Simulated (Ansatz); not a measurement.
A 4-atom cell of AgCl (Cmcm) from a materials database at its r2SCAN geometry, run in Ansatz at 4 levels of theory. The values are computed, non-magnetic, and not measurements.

The PBE+SOC input:
```yaml
crystal:
  lattice:
    - [1.8631438178, -5.5561090586, 0.0]
    - [1.8631438178, 5.5561090586, 0.0]
    - [0.0, 0.0, 3.9419952114]
  atoms:
    - { symbol: Ag, position: [0.3957836907, 0.6042163093, 0.75] }
    - { symbol: Ag, position: [0.6042163093, 0.3957836907, 0.25] }
    - { symbol: Cl, position: [0.8659204715, 0.1340795285, 0.25] }
    - { symbol: Cl, position: [0.1340795285, 0.8659204715, 0.75] }
kpoints:
  mp_grid: { grid: [8, 8, 6] }
  band_path:
    path:
      - [0.0, 0.0, 0.0]
      - [-0.5, 0.5, 0.0]
      - [-0.2781119677, 0.7218880323, 0.0]
      - [0.2781119677, 0.2781119677, 0.0]
      - [0.0, 0.0, 0.5]
      - [0.2781119677, 0.2781119677, 0.5]
      - [-0.2781119677, 0.7218880323, 0.5]
      - [-0.5, 0.5, 0.5]
      - [0.0, 0.5, 0.0]
      - [0.244792, 0.244792, 0.0]
    npoints: 1
hamiltonian:
  xc: pbe
scf:
  occupations: { method: fermi_dirac, width: 0.02 }
  n_extra_bands: 10
magnetization:
  noncollinear: true
  spin_orbit: true
output:
  forces: true
  stress: true
  eigenvalues: true
```

Main results, then, where recorded, the levels near the gap in eV from the Fermi energy (columns number the bands from 0), one row a point of the path (Γ, Y, C₀, Σ₀, Z, A₀, E₀, T, S, Σ₀–Γ (0.12)):
```
Crystal: 4 atoms, lattice volume = 81.614 Å³
Symmetry: 8 space group operations + 8 with time reversal
Magnetic group: BNS 63.458 (UNI 556)
```
```
Basis set: ecut = 420 eV, 1601 PW (Γ)
Bands: 62, of which v1, the nominal top of the filled ones, is band 52 counted from 1 (51 counted from 0)
k-points: 84 of 384
Free energy (F): -17346.345111 eV
Fermi energy:    9.015888 eV
--- Forces (eV/Å), atoms counted from 1 ---
  atom   1  Ag      0.00000    -0.00382      0.00000
  atom   2  Ag      0.00000      0.00382      0.00000
  atom   3  Cl      0.00000      0.01881      0.00000
  atom   4  Cl      0.00000    -0.01881      0.00000
--- Stress (GPa, compression-positive) ---
        1.746570       0.000000       0.000000
        0.000000       1.703811       0.000000
        0.000000       0.000000       1.560621
  P = ⅓ Tr σ = 1.6703 GPa (16.703 kbar)
```
```tsv
band_46	band_47	band_48	band_49	band_50	band_51	band_52	band_53	band_54	band_55	band_56	band_57
-2.065	-2.065	-1.910	-1.910	-1.738	-1.738	0.199	0.199	2.813	2.813	7.426	7.426
-1.942	-1.942	-1.901	-1.901	-1.681	-1.681	1.789	1.789	3.344	3.344	6.105	6.105
-0.990	-0.990	-0.337	-0.337	-0.299	-0.299	2.627	2.627	5.294	5.294	5.492	5.492
-0.990	-0.990	-0.337	-0.337	-0.299	-0.299	2.627	2.627	5.294	5.294	5.492	5.492
-1.541	-1.541	-0.364	-0.364	-0.364	-0.364	4.105	4.105	4.105	4.105	6.467	6.467
-2.084	-2.084	-1.696	-1.696	-1.527	-1.527	2.672	2.672	2.683	2.683	6.729	6.729
-2.084	-2.084	-1.696	-1.696	-1.527	-1.527	2.672	2.672	2.683	2.683	6.729	6.729
-1.019	-1.019	-0.406	-0.406	-0.406	-0.406	3.405	3.405	3.405	3.405	6.480	6.480
-1.261	-1.261	-0.300	-0.300	-0.247	-0.247	2.887	2.887	4.868	4.868	5.434	5.434
-1.096	-1.096	-0.321	-0.321	-0.235	-0.235	2.824	2.824	4.875	4.875	5.281	5.281
```

PBE+SOC gives an indirect gap of 0.43 eV, from Σ₀–Γ (0.12 of the way from Σ₀) to Γ; the least direct gap is 1.94 eV at Γ.

r2SCAN. Against the first input these blocks differ (the band path and keys that only write files left aside):
```yaml
hamiltonian:
  xc: r2scan
scf:
  occupations: { method: fixed }
  n_extra_bands: 5
```
(magnetization left out)

```
Basis set: ecut = 500 eV, 2069 PW (Γ)
Bands: 31, of which v1, the nominal top of the filled ones, is band 26 counted from 1 (25 counted from 0)
k-points: 84 of 384
Free energy (F): -17377.374077 eV
Fermi energy:    8.455514 eV
--- Forces (eV/Å), atoms counted from 1 ---
  atom   1  Ag      0.00000    -0.00432      0.00000
  atom   2  Ag      0.00000      0.00432      0.00000
  atom   3  Cl      0.00000    -0.00284      0.00000
  atom   4  Cl      0.00000      0.00284      0.00000
--- Stress (GPa, compression-positive) ---
        0.022431       0.000000       0.000000
        0.000000       0.003859       0.000000
        0.000000       0.000000       0.026850
  P = ⅓ Tr σ = 0.0177 GPa (0.177 kbar)
```
```tsv
band_23	band_24	band_25	band_26	band_27	band_28
-1.880	-1.757	-1.571	1.008	3.633	8.368
-1.765	-1.627	-1.563	2.532	4.185	7.030
-0.790	-0.101	-0.067	3.378	6.148	6.388
-0.790	-0.101	-0.067	3.378	6.148	6.388
-1.340	-0.130	-0.130	4.935	4.935	7.332
-1.963	-1.417	-1.417	3.458	3.458	7.727
-1.963	-1.417	-1.417	3.458	3.458	7.727
-0.816	-0.173	-0.173	4.245	4.245	7.411
-1.059	-0.068	-0.010	3.621	5.747	6.292
-0.901	-0.087	0.002	3.569	5.768	6.122
```

The r2SCAN gap is indirect, 1.01 eV (Σ₀–Γ (0.12 of the way from Σ₀) to Γ), below the direct gap of 2.58 eV at Γ. The mean stress is close to zero (0.02 GPa).

**Question.** Another run on the same cell gave
```
Basis set: ecut = 420 eV, 1601 PW (Γ)
Bands: 31, of which v1, the nominal top of the filled ones, is band 26 counted from 1 (25 counted from 0)
k-points: 39 of 144
hybrid outer 1: dexx = +2.211e-2 eV, tail = 4.62e-5 eV
hybrid outer 2: dexx = +5.015e-7 eV, tail = 3.24e-8 eV, Δε = 1.69e-3 eV, ΔF = 1.56e-2 eV/Å
hybrid outer 3: dexx = +9.135e-10 eV, tail = 3.37e-10 eV, Δε = 1.43e-4 eV, ΔF = 5.38e-4 eV/Å
Free energy (F): -17349.899546 eV
Fermi energy:    7.763847 eV
--- Forces (eV/Å), atoms counted from 1 ---
  atom   1  Ag      0.00000      0.10445      0.00000
  atom   2  Ag      0.00000    -0.10445      0.00000
  atom   3  Cl      0.00000    -0.04590      0.00000
  atom   4  Cl      0.00000      0.04590      0.00000
--- Stress (GPa, compression-positive) ---
        1.019455       0.000000       0.000000
        0.000000       1.566771       0.000000
        0.000000       0.000000       1.629513
  P = ⅓ Tr σ = 1.4052 GPa (14.052 kbar)
```
```tsv
band_23	band_24	band_25	band_26	band_27	band_28
-1.891	-1.763	-1.666	1.869	4.634	9.328
-1.776	-1.715	-1.713	3.490	5.127	7.955
-0.779	-0.107	-0.073	4.306	7.049	7.301
-0.779	-0.107	-0.073	4.306	7.049	7.301
-1.500	-0.112	-0.112	5.910	5.910	8.320
-2.326	-1.479	-1.479	4.490	4.490	8.648
-2.326	-1.479	-1.479	4.490	4.490	8.648
-0.808	-0.167	-0.167	5.099	5.099	8.550
-1.120	-0.075	-0.008	4.583	6.596	7.189
-0.890	-0.096	0.005	4.512	6.657	7.014
```
Which level of theory and mesh gave it?

**Answer.** It is HSE06, judged by the exchange loop and the size of the gap (a near hybrid could fit too), on 6×6×4; the blocks that differ from the first input, but for the band path:
```yaml
kpoints:
  mp_grid: { grid: [6, 6, 4] }
hamiltonian:
  xc: hse06
scf:
  occupations: { method: fixed }
  n_extra_bands: 5
```
(magnetization left out)
The HSE06 gap is indirect, 1.86 eV (Σ₀–Γ (0.12 of the way from Σ₀) to Γ), below the direct gap of 3.53 eV at Γ. With the atoms held, the mean pressure is +1.4 GPa (compression positive). (The program warns that its thresholds are loose for a hybrid's stress.)

**Question.** In the first input these blocks are replaced (the band path and keys that only write files left aside):
```yaml
kpoints:
  mp_grid: { grid: [6, 6, 4] }
hamiltonian:
  xc: pbe0
scf:
  occupations: { method: fixed }
  n_extra_bands: 5
```
(magnetization left out)
What comes out?

**Answer.**
```
Basis set: ecut = 420 eV, 1601 PW (Γ)
Bands: 31, of which v1, the nominal top of the filled ones, is band 26 counted from 1 (25 counted from 0)
k-points: 39 of 144
hybrid outer 1: dexx = +3.332e-2 eV, tail = 6.11e-5 eV
hybrid outer 2: dexx = +1.562e-6 eV, tail = 4.35e-8 eV, Δε = 2.59e-3 eV, ΔF = 1.52e-2 eV/Å
hybrid outer 3: dexx = +1.332e-9 eV, tail = 1.24e-9 eV, Δε = 1.85e-4 eV, ΔF = 5.64e-4 eV/Å
Free energy (F): -17349.119908 eV
Fermi energy:    7.377022 eV
--- Forces (eV/Å), atoms counted from 1 ---
  atom   1  Ag      0.00000      0.10298      0.00000
  atom   2  Ag      0.00000    -0.10298      0.00000
  atom   3  Cl      0.00000    -0.04616      0.00000
  atom   4  Cl      0.00000      0.04616      0.00000
--- Stress (GPa, compression-positive) ---
        0.897182       0.000000       0.000000
        0.000000       1.401765       0.000000
        0.000000       0.000000       1.525146
  P = ⅓ Tr σ = 1.2747 GPa (12.747 kbar)
```
```tsv
band_23	band_24	band_25	band_26	band_27	band_28
-1.904	-1.765	-1.679	2.568	5.372	10.079
-1.785	-1.730	-1.730	4.230	5.863	8.699
-0.779	-0.106	-0.074	5.033	7.780	8.038
-0.779	-0.106	-0.074	5.033	7.780	8.038
-1.517	-0.110	-0.110	6.658	6.658	9.067
-2.351	-1.491	-1.491	5.236	5.236	9.396
-2.351	-1.491	-1.491	5.236	5.236	9.396
-0.811	-0.165	-0.165	5.816	5.816	9.315
-1.128	-0.074	-0.008	5.320	7.321	7.920
-0.893	-0.095	0.005	5.244	7.390	7.742
```
The PBE0 gap is indirect, 2.56 eV (Σ₀–Γ (0.12 of the way from Σ₀) to Γ), below the direct gap of 4.25 eV at Γ. With the atoms held, the mean pressure is +1.3 GPa (compression positive). The stress of a hybrid is loosely converged here.

The hybrids run on coarser meshes, which limits their stresses and small splittings of levels.

Totals of different functionals, or with and without spin-orbit coupling, can't be compared.

Only the levels marked +SOC include spin-orbit coupling.

The meshes of the hybrids are coarse, so their gaps aren't converged to the digits shown.
